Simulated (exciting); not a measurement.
A run of exciting (release sodium):

input.xml

```xml
<input>
  <title>C</title>
  <structure speciespath="./" tshift="false" cartesian="true">
    <crystal scale="4.7660140851">
      <basevect>0.000000000000 1.000000000009 0.000000000000</basevect>
      <basevect>-0.816496580933 0.500000000024 0.288675134615</basevect>
      <basevect>0.000000000000 0.500000000024 0.866025403805</basevect>
    </crystal>
    <species speciesfile="C.xml" rmt="1.4">
      <atom coord="-2.918575653871 7.149021127855 4.127489272635" bfcmt="0 0 -8"/>
      <atom coord="-1.945717102581 4.766014085237 2.751659515090" bfcmt="0 0 -8"/>
    </species>
  </structure>
  <groundstate do="fromscratch" ngridk="11 11 11" rgkmax="6.5" gmaxvr="14" lmaxapw="10" lmaxmat="10" lmaxvr="8" xctype="GGA_PBE" stype="Fermi Dirac" swidth="0.00499791" nempty="20" ValenceRelativity="iora*" epsengy="1e-06" epspot="1e-06" maxscl="120" outputlevel="normal">
    <spin reducebf="0.5"/>
  </groundstate>
  <properties>
    <bandstructure>
      <plot1d>
        <path steps="80">
          <point coord="0 0 0" label="G"/>
          <point coord="0.5 0 0.5" label="X"/>
          <point coord="0.5 0.25 0.75" label="W"/>
          <point coord="0.375 0.375 0.75" label="K"/>
          <point coord="0 0 0" label="G"/>
          <point coord="0.5 0.5 0.5" label="L"/>
          <point coord="0.625 0.25 0.625" label="U"/>
          <point coord="0.5 0.25 0.75" label="W"/>
          <point coord="0.5 0.5 0.5" label="L"/>
          <point coord="0.375 0.375 0.75" label="K" breakafter="true"/>
          <point coord="0.625 0.25 0.625" label="U"/>
          <point coord="0.5 0 0.5" label="X"/>
        </path>
      </plot1d>
    </bandstructure>
    <dos nwdos="300" winddos="-0.6 0.5" inttype="tetra" ngrdos="100" nsmdos="2" lmirep="true"/>
    <TSvdW/>
  </properties>
</input>
```

Potentials or basis: all-electron LAPW+lo, shipped species files, valence relativity iora*.

Command:

```bash
$ OMP_NUM_THREADS=1 exciting_smp
```

Hardware: 1 thread of Intel(R) Xeon(R) Platinum 8375C CPU @ 2.90GHz (Ice Lake) (shared host).

Problem. Estimate the wall time of this run.

Solution. Run time: 2.8 min on 1 thread of Intel(R) Xeon(R) Platinum 8375C CPU @ 2.90GHz (Ice Lake), with other jobs on the host, peak memory 0.14 GiB. Counts: scf iterations 20, plane waves 138.
